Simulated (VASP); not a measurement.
Set up this calculation in VASP 6.6.1, as the native input.

```yaml
Task: single point
Functional: PBE
Potentials_or_basis: VASP PAW PBE potentials, release 64 (Ba_sv, Te)
Cutoff: 520 eV
k_mesh: 8 × 8 × 8
Occupations: gaussian, width 0.02 eV
Spin: no spin polarisation
Dipole_correction: no
Further_INCAR_settings: ALGO = Normal; EDIFF = 1e-06; NBANDS = 15
```

The structure of BaTe lies in POSCAR:

```
BaTe
1.0
    0.0000000000      3.5332888740      3.5332888740
    3.5332888740      0.0000000000      3.5332888740
    3.5332888740      3.5332888740      0.0000000000
Ba Te
1 1
Direct
    0.0000000000      0.0000000000      0.0000000000
    0.5000000000      0.5000000000      0.5000000000
```

The cell comes from a database or a generator and needn't be the stable form of this composition.

One way to write it, as run:

INCAR

```
  PREC = Accurate
  ENCUT = 520
  EDIFF = 1E-6
  ISMEAR = 0
  SIGMA = 0.02
  LREAL = False
  LASPH = True
  NELM = 60
  ALGO = Normal
  ISIF = 2
  LWAVE = False
  LCHARG = False
  GGA = PE
  NBANDS = 15
```

KPOINTS

```
Automatic mesh
0
Gamma
  8 8 8
```

Potentials or basis: VASP PAW PBE potentials, release 64 (Ba_sv, Te).

Launch:

```console
$ cat potpaw_PBE.64/Ba_sv/POTCAR potpaw_PBE.64/Te/POTCAR > POTCAR
$ mpirun -np 1 vasp_std > vasp.out
```

Results of the run:

```yaml
Pressure: 0.3 GPa
Band_gap_on_the_k_mesh: 1.58 eV, indirect (least direct gap 1.96 eV)
```

Caveat: spin-orbit coupling is left out, which moves the levels of the heavy elements.

Run time: 60 s on 1 thread of Intel(R) Xeon(R) Platinum 8259CL CPU @ 2.50GHz (Skylake/Cascade Lake), on a shared host, peak memory 0.25 GiB.
